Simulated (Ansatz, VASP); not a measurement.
**BP in two plane-wave programs**

Aim: how closely do two programs agree when they are given the same cell, functional and k mesh?

Method: plane waves, with VASP 6.6.1 beside it; single point at PBE and dielectric response at PBE, in Ansatz 0.2.0.

## Step 1: The starting structure

Symmetry: F-43m, No. 216, cubic system. The conventional cell has a = 4.538 Å, b = 4.538 Å, c = 4.538 Å, α = 90.00°, β = 90.00°, γ = 90.00°. Nearest to P lie 4 B at 1.97 Å. B has 4 P at 1.97 Å nearest. Farther neighbours are not listed.

## Step 2: VASP: single point, PBE

A single point gives forces, pressure and levels at one fixed geometry, so differences don't come from the geometry; what else differs is listed under the comparison.

Lines of VASP's logs that name or quote its potential files are left out, and so is its time.

INCAR reads:

```
SYSTEM = BP
PREC = Accurate
ENCUT = 420
EDIFF = 1E-07
NELM = 100
ISMEAR = 0
SIGMA = 0.01
LREAL = .FALSE.
ALGO = Normal
GGA = PE
NBANDS = 10
LORBIT = 11
LWAVE = .FALSE.
LCHARG = .FALSE.
KPAR = 2
```

POSCAR reads:

```
BP
1.0
    0.0000000000      2.2690000000      2.2690000000
    2.2690000000      0.0000000000      2.2690000000
    2.2690000000      2.2690000000      0.0000000000
P B
1 1
Direct
    0.7500000000      0.7500000000      0.7500000000
    0.0000000000      0.0000000000      0.0000000000
```

KPOINTS reads:

```
Automatic mesh
0
Gamma
11 11 11
0 0 0
```

PAW data sets: P and B (PBE family, release 64).

Command:

```console
> mpirun -np 2 vasp_std
```

Numbers of over 12 decimals in the logs are rounded to 6 here.

The log of the run:

```text
[banner, memory and clock lines left out]
running    2 mpi-ranks, on    1 nodes
 distrk:  each k-point on    1 cores,    2 groups
 distr:  one band on    1 cores,    1 groups

 POSCAR found type information on POSCAR P B
 POSCAR found :  2 types and       2 ions
 LDA part: xc-table for (Slater+PW92), standard interpolation
 POSCAR, INCAR and KPOINTS ok, starting setup
 FFT: planning ... GRIDC
 FFT: planning ... GRID_SOFT
 FFT: planning ... GRID
 WAVECAR not read
 entering main loop
       N       E                     dE             d eps       ncg     rms          rms(c)
DAV:   1     0.632135477470E+01    0.63214E+01   -0.34506E+03  1128   0.603E+02
DAV:   2    -0.132107922975E+02   -0.19532E+02   -0.18639E+02  1596   0.102E+02
DAV:   3    -0.136359735384E+02   -0.42518E+00   -0.42442E+00  1366   0.139E+01
DAV:   4    -0.136375375090E+02   -0.15640E-02   -0.15637E-02  1432   0.975E-01
DAV:   5    -0.136375439235E+02   -0.64145E-05   -0.64143E-05  1334   0.554E-02    0.721E+00
DAV:   6    -0.130281492061E+02    0.60939E+00   -0.14482E+00  1280   0.557E+00    0.390E+00
DAV:   7    -0.129376058832E+02    0.90543E-01   -0.24037E-01  1452   0.260E+00    0.132E+00
DAV:   8    -0.129296845562E+02    0.79213E-02   -0.28366E-02  1314   0.985E-01    0.204E-01
DAV:   9    -0.129299941051E+02   -0.30955E-03   -0.65573E-04  1288   0.186E-01    0.122E-01
DAV:  10    -0.129301926961E+02   -0.19859E-03   -0.28429E-04  1332   0.110E-01    0.292E-02
DAV:  11    -0.129302022401E+02   -0.95440E-05   -0.10557E-05  1472   0.229E-02    0.317E-02
DAV:  12    -0.129302031768E+02   -0.93668E-06   -0.39452E-06  1272   0.107E-02    0.830E-03
DAV:  13    -0.129302031252E+02    0.51611E-07   -0.78976E-08   954   0.209E-03
   1 F= -.12930203E+02 E0= -.12930203E+02  d E =-.204544E-30
```

Parts of OUTCAR (step 2):

```text
ion  position               nearest neighbor table
   1  0.750  0.750  0.750-   2 1.97   2 1.97   2 1.97   2 1.97
   2  0.000  0.000  0.000-   1 1.97   1 1.97   1 1.97   1 1.97

  LATTYP: Found a face centered cubic cell.
 ALAT       =     4.5380000000

 Subroutine GETGRP returns: Found 24 space group operations
 (whereof 24 operations were pure point group operations)

The static configuration has the point symmetry T_d .

 Found     56 irreducible k-points:

   k-points           NKPTS =     56   k-points in BZ     NKDIM =     56   number of bands    NBANDS=     10

   dimension x,y,z NGX =    24 NGY =   24 NGZ =   24
   dimension x,y,z NGXF=    48 NGYF=   48 NGZF=   48

   ENCUT  =  420.0 eV  30.87 Ry    5.56 a.u.   5.36  5.36  5.36*2*pi/ulx,y,z

   NELECT =       8.0000    total number of electrons

 k-points in reciprocal lattice and weights: Automatic mesh
   0.00000000  0.00000000  0.00000000       0.001
   0.09090909  0.00000000  0.00000000       0.006
   0.18181818  0.00000000  0.00000000       0.006
   0.27272727  0.00000000  0.00000000       0.006
   0.36363636  0.00000000  0.00000000       0.006
   0.45454545  0.00000000  0.00000000       0.006
   0.09090909  0.09090909  0.00000000       0.005
   0.18181818  0.09090909  0.00000000       0.018
   0.27272727  0.09090909  0.00000000       0.018
[...]
-0.36363636  0.45454545  0.18181818       0.018
  -0.27272727  0.45454545  0.18181818       0.018

 average (electrostatic) potential at core
       1 -81.2788       2 -24.7918

 E-fermi :   7.5101

 k-point     1 :       0.0000    0.0000    0.0000
  band No.  band energies     occupation
      1      -8.0275      2.00000
      2       7.4330      2.00000
      3       7.4330      2.00000
      4       7.4330      2.00000
      5      10.8337      0.00000
      6      10.8337      0.00000
      7      10.8337      0.00000
      8      14.8074      0.00000
      9      18.9460      0.00000
    ...

 k-point     2 :       0.0909    0.0000    0.0000
  band No.  band energies     occupation
      1      -7.8785      2.00000
      2       6.3205      2.00000
      3       7.1834      2.00000
      4       7.1834      2.00000
      5      11.1792      0.00000
      6      11.1792      0.00000
      7      11.2264      0.00000
      8      15.2420      0.00000
      9      18.9642      0.00000
    ...

 k-point     3 :       0.1818    0.0000    0.0000
  band No.  band energies     occupation
      1      -7.4362      2.00000
      2       4.2303      2.00000
      3       6.6813      2.00000
      4       6.6813      2.00000
      5      11.4654      0.00000
      6      11.8452      0.00000
      7      11.8452      0.00000
      8      16.2812      0.00000
      9      18.3145      0.00000
    ...

  Total        0.1367000      0.1367000      0.1367000     -0.0000000     -0.0000000      0.0000000
  in kB        9.3744453      9.3744453      9.3744453     -0.0000000     -0.0000000      0.0000000
  external PRESSURE =       9.3744453 kB  Pullay stress =       0.0000000 kB

  energy-cutoff  :      420.00
  volume of cell :       23.36
      direct lattice vectors                 reciprocal lattice vectors
     0.000000000  2.269000000  2.269000000    -0.220361393  0.220361393  0.220361393
     2.269000000  0.000000000  2.269000000     0.220361393 -0.220361393  0.220361393
     2.269000000  2.269000000  0.000000000     0.220361393  0.220361393 -0.220361393

 POSITION                                       TOTAL-FORCE (eV/Angst)
 -----------------------------------------------------------------------------------
      3.40350      3.40350      3.40350         0.000000      0.000000      0.000000
      0.00000      0.00000      0.00000        -0.000000     -0.000000     -0.000000
 -----------------------------------------------------------------------------------
    total drift:                               -0.000000     -0.000000     -0.000000

  FREE ENERGIE OF THE ION-ELECTRON SYSTEM (eV)
  ---------------------------------------------------
  free  energy   TOTEN  =       -12.9302031252 eV

  energy  without entropy=      -12.9302031252  energy(sigma->0) =      -12.93020313

 total charge
# of ion       s       p       d       tot
------------------------------------------
    1        0.993   1.576   0.000   2.569
    2        0.668   1.273   0.000   1.941
--------------------------------------------------
tot          1.660   2.850   0.000   4.510

[... 3 further parts left out ...]
```

The run ends at a pressure of 0.94 GPa.

## Step 3: Ansatz: single point, PBE

Ansatz runs on its default PAW (the set named soft_2) files.

The same cell, functional, mesh and smearing now go to Ansatz, which takes its cutoff from its data sets.

input.yaml reads:

```yaml
crystal:
  lattice:
    - [0.0, 2.269, 2.269]
    - [2.269, 0.0, 2.269]
    - [2.269, 2.269, 0.0]
  atoms:
    - { symbol: P, position: [0.75, 0.75, 0.75] }
    - { symbol: B, position: [0.0, 0.0, 0.0] }
hamiltonian:
  xc: pbe
  pseudopotentials: { kind: paw }
kpoints:
  mp_grid: { grid: [11, 11, 11] }
scf:
  occupations: { method: gaussian, width: 0.01 }
  n_extra_bands: 4
output:
  forces: true
  stress: true
  eigenvalues: true
```

Command:

```console
> ansatz run input.yaml --threads 2 --pin off --max-ram 4608MiB --backend cpu --events-out ev --progress --plain --runs-dir out
```

The log of the run:

```text
scf.n_extra_bands = 4 over 4 filled bands (N_el = 8.0): the run solves 8 bands
Engine: ansatz 0.2.0, aarch64-unknown-linux-gnu
Pseudopotentials: kind: paw
Pseudopotential: P, paw, valence charge 5, recommended cutoff 420 eV (normal), P.paw.azcp
Pseudopotential: B, paw, valence charge 3, recommended cutoff 420 eV (normal), B.paw.azcp
Functional definition: PBE
  parameter kappa = 0.804
  parameter beta = 0.066725
  exchange = pbe_x(kappa = kappa, mu = beta*pi^2/3)
  correlation = pbe_c(beta = beta)
Crystal: 2 atoms, lattice volume = 23.363 Å³
Basis set: ecut = 420 eV, 459 PW (Γ), exchange–correlation on 48×48×48 points (8 copies of the dense FFT grid, shifted against one another)
Bands: 8, of which v1, the nominal top of the filled ones, is band 4 counted from 1 (3 counted from 0)
Symmetry: 24 space group operations
Space group: F-43m (ITA 216), of the structure as read, at distance tolerance 2.9e-5 Å
k-points: 56 of 1331 (time reversal used)
Non-local potential: P, projectors of the file, l = 0: 2, l = 1: 2, l = 2: 2
Non-local potential: B, projectors of the file, l = 0: 2, l = 1: 2, l = 2: 1
PAW form: soft (Blöchl's): semilocal exchange-correlation on the pseudo side does not see the compensation charge
PAW one-centre angular grid: P, 110 points (default); XC on 64 Gauss nodes
PAW one-centre angular grid: B, 110 points (default); XC on 64 Gauss nodes
Initial density: superposition of atomic densities (neutral atoms: chi_scale 0, normalization atom), corrected by the library's trained network
Initial wavefunctions: pseudopotential atomic-orbital guess
Functional: x = pbe(κ = 0.804, μ = 0.219515), c = pbe(β = 0.066725)
SCF iter   1: F=—  HF=-912.446539 eV  |F-HF|=—  |Δ(HF+E_count)|=         —  Δρ=1.58e-3  dr2=5.24e-4  ethr=1.77e-3  ⟨swp⟩=6.3  Hψ=4226  notcnv=0
preconditioner: auto → none  [insulator: Δε(μ)=1.270 eV  Ē_g=12.798 eV  σ=0.010 eV  W_gap=1.00  n_scr=0 (ndim 8)  ℏωp=21.7 eV  f_vac=0.000  D(μ)=0.00/eV (n_scr^D=0)  ε∞_Penn≈3.9]
SCF iter   2: F=—  HF=-912.446644 eV  |F-HF|=—  |Δ(HF+E_count)|=   1.05e-4  Δρ=8.85e-4  dr2=1.80e-4  ethr=6.56e-6  ⟨swp⟩=2.3  Hψ=1352  notcnv=0
SCF iter   3: F=—  HF=-912.446609 eV  |F-HF|=—  |Δ(HF+E_count)|=   3.54e-5  Δρ=4.14e-4  dr2=1.91e-5  ethr=2.25e-6  ⟨swp⟩=2.1  Hψ=640  notcnv=0
SCF iter   4: F=—  HF=-912.446632 eV  |F-HF|=—  |Δ(HF+E_count)|=   2.30e-5  Δρ=1.35e-4  dr2=5.37e-6  ethr=2.39e-7  ⟨swp⟩=2.0  Hψ=701  notcnv=0
SCF iter   5: F=—  HF=-912.446630 eV  |F-HF|=—  |Δ(HF+E_count)|=   1.35e-6  Δρ=3.86e-5  dr2=4.39e-7  ethr=6.72e-8  ⟨swp⟩=2.0  Hψ=628  notcnv=0
SCF iter   6: F=-912.446630 eV  HF=-912.446630 eV  |F-HF|=2.68e-8  |Δ(HF+E_count)|=   1.13e-7  Δρ=1.11e-5  dr2=3.70e-8  ethr=1.25e-9  ⟨swp⟩=5.1  Hψ=2227  notcnv=0
SCF 1 converged in 6 iterations: F = -912.446630 eV  dr2 = 3.70e-8
  greatest PAW one-centre occupation: 0.774 electrons in one spin orbital (limit 2), on the P atom at site 0 (counted from 0), in its partial waves of l = 0
SCF converged after 6 iterations
Free energy (F): -912.446630 eV
Harris-Foulkes:  -912.446630 eV  (|F-HF|=2.68e-8)
Internal energy: -912.446630 eV  (E = F + TS)
E sigma→0 (E₀):  -912.446630 eV
Fermi energy:    9.901227 eV
--- Per-component energies (eV) ---
  E_band       = 22.180552
  E_kinetic    = 121.694792
  E_local      = -67.906147  (includes V_loc(G=0)·N_el)
  E_nonlocal   = 45.026663
  E_hartree    = 17.051757
  E_xc         = -94.858977
  E_vxc        = -100.531120  (∫ρ·V_xc dr)
  E_paw        = -647.963201  (= ΣΔE_a)
  E_vpaw       = -10.207433  (= ΣTr[D̂ρ^β])
  E_aug_tail   = 0.000001  (compensation charges beyond the density's cutoff)
  E_ewald      = -285.491518
  E_smearing   = -0.000000  (= −TS)
  E_closure    = -0.000000  (closes the sum)
  Σ components = -912.446630   (vs F -912.446630, Δ=0.00e0)
--- Forces (eV/Å), atoms counted from 1 ---
  atom   1  P      0.00000000    -0.00000000    -0.00000000
  atom   2  B     -0.00000000     0.00000000     0.00000000
  max |Σ_I F_I| component: 2.59e-16 eV/Å
--- Stress (GPa, compression-positive) ---
        1.130183       0.000000      -0.000000
       -0.000000       1.130183       0.000000
        0.000000       0.000000       1.130183
  P = ⅓ Tr σ = 1.1302 GPa (11.302 kbar)
--- Band table (eV; the first three rows and the last of 56) ---
  k-point 0: bands = ["-6.1925", "9.2643", "9.2643", "9.2643", "12.6682", "12.6682", "12.6683", "16.6358"]
  k-point 1: bands = ["-6.0436", "8.1535", "9.0152", "9.0152", "13.0124", "13.0124", "13.0578", "17.0707"]
  k-point 2: bands = ["-5.6015", "6.0645", "8.5139", "8.5139", "13.2936", "13.6758", "13.6758", "18.1097"]
  k-point 55: bands = ["-1.1852", "1.2402", "3.2946", "4.3500", "13.9721", "15.8809", "17.0028", "17.1893"]
```

Wall time 1.4 s (2 threads of Arm Neoverse N1, shared host); peak memory 0.25 GiB.

Reading the cycles: dr2 is the Hartree energy of the density residual (eV), the measure of convergence; HF is the Harris–Foulkes estimate of the energy, which meets the free energy F at convergence.

The run ends at a pressure of 1.13 GPa.

## Step 4: Comparison

Known differences besides the potentials themselves: VASP leaves aspherical gradient terms in its spheres out (LASPH is not set), Ansatz keeps them. Total energies have different zeros and are not compared.

Both answers:

| quantity | Ansatz | VASP | difference |
| --- | --- | --- | --- |
| pressure (GPa) | 1.13 | 0.94 | +0.19 |
| pressure without Ansatz's Pulay correction (GPa) | 1.00 | 0.94 | +0.06 |
| gap on the k mesh (eV) | 1.274 | 1.270 | +0.004 |

A gap on the mesh is an upper bound, since the band edges may lie between its points. Ansatz's pressure holds a Pulay correction of 0.13 GPa; VASP's holds none.

## Step 5: Ansatz: dielectric response, PBE

The response to a field tests empty states and converges slowly with the mesh.

input.yaml, the sections that differ from step 3:

```yaml
kpoints:
  mp_grid: { grid: [12, 12, 12] }
scf:
  occupations: { method: fixed }
dielectric:
  method: response
# crystal, hamiltonian: as in step 3
# output: removed
```

The log of the run:

```text
[...]
Crystal: 2 atoms, lattice volume = 23.363 Å³
Basis set: ecut = 420 eV, 459 PW (Γ), exchange–correlation on 48×48×48 points (8 copies of the dense FFT grid, shifted against one another)
Bands: 8, of which v1, the nominal top of the filled ones, is band 4 counted from 1 (3 counted from 0)
[... 1 set-up line as in the run before ...]
k-points: 280 of 1728 (irreducible under 4 space group operations, time reversal used)
[...]
site 0:
         0.51412    0.00000    0.00000
        -0.00000    0.51412   -0.00000
         0.00000   -0.00000    0.51412
    site 1:
        -0.51412   -0.00000   -0.00000
         0.00000   -0.51412    0.00000
        -0.00000    0.00000   -0.51412
  Z* charge neutrality: 8.892e-5 e pre-enforcement
  solved inside a basis spanned on kpoints, on 12×12×12 k-points, its susceptibility summed on 16×16×16: ε∞ is read to err by 2.6e-2, Z* by 5.5e-3 e (field_mesh: kpoints solves on kpoints); Z* is corrected for what the basis lacks
[key lines of the parts left out:]
SCF converged after 8 iterations
Free energy (F): -912.446713 eV
Fermi energy:    9.264165 eV
```

It took 30 s on 2 threads; peak memory 0.48 GiB.

## Step 6: VASP: dielectric response, PBE

The same cell, functional and mesh now go to VASP, with its own data sets and cutoff.

INCAR reads:

```
SYSTEM = BP
PREC = Accurate
ENCUT = 420
EDIFF = 1E-08
NELM = 100
ISMEAR = 0
SIGMA = 0.01
LREAL = .FALSE.
ALGO = Normal
GGA = PE
NBANDS = 10
LWAVE = .FALSE.
LCHARG = .FALSE.
KPAR = 2
LEPSILON = .TRUE.
```

POSCAR is that of step 2.

KPOINTS reads:

```
Automatic mesh
0
Gamma
12 12 12
0 0 0
```

Command:

```console
> mpirun -np 2 vasp_std
```

The log of the run:

```text
[... set-up lines as in an earlier step ...]
 entering main loop
       N       E                     dE             d eps       ncg     rms          rms(c)
DAV:   1     0.655329197331E+01    0.65533E+01   -0.35552E+03  1440   0.607E+02
DAV:   2    -0.131168217290E+02   -0.19670E+02   -0.18585E+02  2058   0.996E+01
DAV:   3    -0.136353291175E+02   -0.51851E+00   -0.51719E+00  1718   0.150E+01
DAV:   4    -0.136375761390E+02   -0.22470E-02   -0.22468E-02  1778   0.113E+00
[...]
DAV:  14    -0.129302818476E+02   -0.71734E-07   -0.31391E-08  1604   0.106E-03    0.207E-04
DAV:  15    -0.129302818253E+02    0.22259E-07   -0.21889E-09   828   0.316E-04    0.642E-04
DAV:  16    -0.129302818275E+02   -0.21573E-08   -0.54628E-10   792   0.126E-04
   1 F= -.12930282E+02 E0= -.12930282E+02  d E =-.252246E-23
 Linear response reoptimize wavefunctions to high precision
DAV:   1    -0.129302818270E+02    0.54388E-09   -0.38203E-11   904   0.401E-05
DAV:   2    -0.129302818269E+02    0.24556E-10   -0.16654E-12   780   0.108E-05
 Linear response G [H, r] |phi>, progress :
  Direction:   1
[...]
RMM:  10    -0.565848287234E+00   -0.22786E-06    0.44612E-10  8321   0.630E-05    0.416E-05
RMM:  11    -0.565848404535E+00   -0.11730E-06   -0.12756E-09  6746   0.593E-05    0.202E-06
 change of polarisation eV/A/(eV/A) component  2 :     0.214     1.056     0.175
 dielectric tensor                  component  2 :     1.661     9.182     1.354
 Linear response to external field, progress :
  Direction:   3
       N       E                     dE             d eps       ncg     rms          rms(c)
RMM:   1    -0.532300450502E+00   -0.53230E+00   -0.23829E+00 12685   0.296E+00
RMM:   2    -0.552245757519E+00   -0.19945E-01   -0.53041E-03  9121   0.441E-01    0.123E+00
RMM:   3    -0.540052265503E+00    0.12193E-01   -0.64996E-03  9305   0.470E-01    0.697E-01
RMM:   4    -0.559029191245E+00   -0.18977E-01   -0.67611E-03  9212   0.498E-01    0.120E-01
[...]
RMM:   9    -0.565848054108E+00   -0.30323E-05    0.16793E-08  9750   0.470E-04    0.106E-04
RMM:  10    -0.565848281572E+00   -0.22746E-06    0.98442E-09  8335   0.627E-05    0.415E-05
RMM:  11    -0.565848399521E+00   -0.11795E-06   -0.15378E-09  6734   0.591E-05    0.202E-06
 change of polarisation eV/A/(eV/A) component  3 :     0.178     0.260     1.056
 dielectric tensor                  component  3 :     1.378     2.014     9.182
 Born effective charges drift removed
```

OUTCAR, selected parts (step 6):

```text
  Total        0.1367759      0.1367759      0.1367759     -0.0000000      0.0000000      0.0000000
  in kB        9.3796534      9.3796534      9.3796534     -0.0000000      0.0000000      0.0000000
  external PRESSURE =       9.3796534 kB  Pullay stress =       0.0000000 kB

 MACROSCOPIC STATIC DIELECTRIC TENSOR (including local field effects in DFT)
 ------------------------------------------------------
           9.182199     0.000000     0.000000
           0.000000     9.182199    -0.000000
           0.000000    -0.000000     9.182199
 ------------------------------------------------------

[... 2 parts as in an earlier step ...]

[... 1 further part left out ...]
```

Energies printed during the response cycles are not total energies of the cell.

## Step 7: Differences

What differs besides the data sets and the points named for the pairs above, as far as they apply: VASP's response is taken on the typed mesh, Ansatz refines its own for the field response alone. Total energies have different zeros and are not compared.

The two programs side by side:

| quantity | Ansatz | VASP | difference |
| --- | --- | --- | --- |
| ε∞ xx | 9.15 | 9.18 | -0.31 % |
| ε∞ yy | 9.15 | 9.18 | -0.31 % |
| ε∞ zz | 9.15 | 9.18 | -0.31 % |
| Born charge of P1 (mean of the diagonal) (e) | 0.51 | 0.50 | +0.01 |
| Born charge of B2 (mean of the diagonal) (e) | -0.51 | -0.50 | -0.01 |

## Step 8: Results

* difference in gap on the k mesh (single point, PBE): 0.0040 eV
* difference in ε∞ xx (dielectric response, PBE): -0.31 %

What this shows: The difference in ε∞ xx is -0.31 % (dielectric response, PBE), within the 5 % picked in this series as the mark of a large difference. How closely two codes agree says nothing of how well the functional describes the real material.

[Lines on the potential files, build, host, timing and source positions are cut from VASP's logs without a mark.]

[Logs are printed without paths, hosts, clocks, repeated set-up lines and the standing remarks that a program may print on its own settings, such as how far it seeks lower states.]

[Hosts, paths, dates, database ids (printed as entryN), source tags and the programs' standing remarks are cut or masked in the printed files.]
